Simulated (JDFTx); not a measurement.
A run of JDFTx 1.7.0 (patched build) is set up as follows.

Contents of TiO2.in:

```
lattice \
    8.6924327600     0.0000000000     0.0000000000 \
    0.0000000000     8.6924327600     0.0000000000 \
    0.0000000000     0.0000000000     5.5921031727
coords-type Lattice
ion Ti     0.0000000000     0.0000000000     0.5000000000 1
ion Ti     0.5000000000     0.5000000000     0.0000000000 1
ion O      0.3043213200     0.3043213200     0.5000000000 1
ion O      0.1956786800     0.8043213200     0.0000000000 1
ion O      0.8043213200     0.1956786800     0.0000000000 1
ion O      0.6956786800     0.6956786800     0.5000000000 1

ion-species pseudo/Ti.upf
ion-species pseudo/O.upf
elec-cutoff 42 336
elec-ex-corr gga-PBEsol
kpoint-folding 6 6 9
elec-smearing Fermi 0.0018374661
elec-n-bands 32
electronic-SCF nIterations 100 energyDiffThreshold 1e-09
electronic-minimize nIterations 30 energyDiffThreshold 1e-7
converge-empty-states yes
forces-output-coords Cartesian

dump-name run.$VAR
dump End Ecomponents EigStats BandEigs Kpoints Forces Stress ElecDensity Dtot KEdensity
```

Potentials or basis: PseudoDojo-SR-PBEsol-0.4.1-standard with smoothed tails.

Launch:

```bash
$ jdftx -c 1 -i TiO2.in -o TiO2.out
```

(1) What does it give for the Loewdin charges?

(2) Estimate the largest force.

Answers

(1) Ti +1.38; O -0.65 e.

(2) 0.085 eV/Å.

Caveat: an odd mesh through Γ misses points on the zone boundary, where band edges often lie.

The gap isn't set beside the measured one, since this odd mesh misses points on the zone boundary.
